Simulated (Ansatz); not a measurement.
**Re: levels along high-symmetry lines**

```
Re
1.0
     0.00000    1.97500    1.97500
     1.97500    0.00000    1.97500
     1.97500    1.97500    0.00000
Re
1
Direct
  0.00000 0.00000 0.00000
```

The geometry is COD entry 1534939, unchecked; take it as a test cell.

No spin–orbit coupling, which matters for the heavy atoms here.

Level of theory: DFT, PBE, all-electron LAPW, scalar-relativistic in Ansatz 0.2.0.

Sampling and basis: a Γ-centred 14×14×14 k mesh, Fermi–Dirac smearing of 0.05 eV, basis error target 0.25 meV/atom, no spin polarisation.

Points in fractions of the reciprocal vectors of this cell: Γ (0, 0, 0), X (0.5, 0, 0.5), U (0.625, 0.25, 0.625), K (0.375, 0.375, 0.75), L (0.5, 0.5, 0.5), W (0.5, 0.25, 0.75). The path joins them by straight lines in the order Γ–X–U–K–Γ–L–W–X; legs that retrace an earlier one aren't tabulated. Energies are in eV from the Fermi level.

Q: Is there a gap?

A: none: with an odd electron count and no spin polarisation the bands can't all be full, a metal in this set-up (spin order or a larger cell could open a gap).

Q: List the levels between -5 and 5 eV at the symmetry points.

A: 
Γ: -1.78 (×3), 1.21 (×2)
X: 2.59, 3.56, 4.30 (×2)
U: -4.29, -1.08, 1.38, 3.26
K: -4.29, -1.08, 1.38, 3.26
L: -1.97 (×2), 0.14, 3.60 (×2)
W: -4.69, -3.05 (×2), 0.19, 4.31
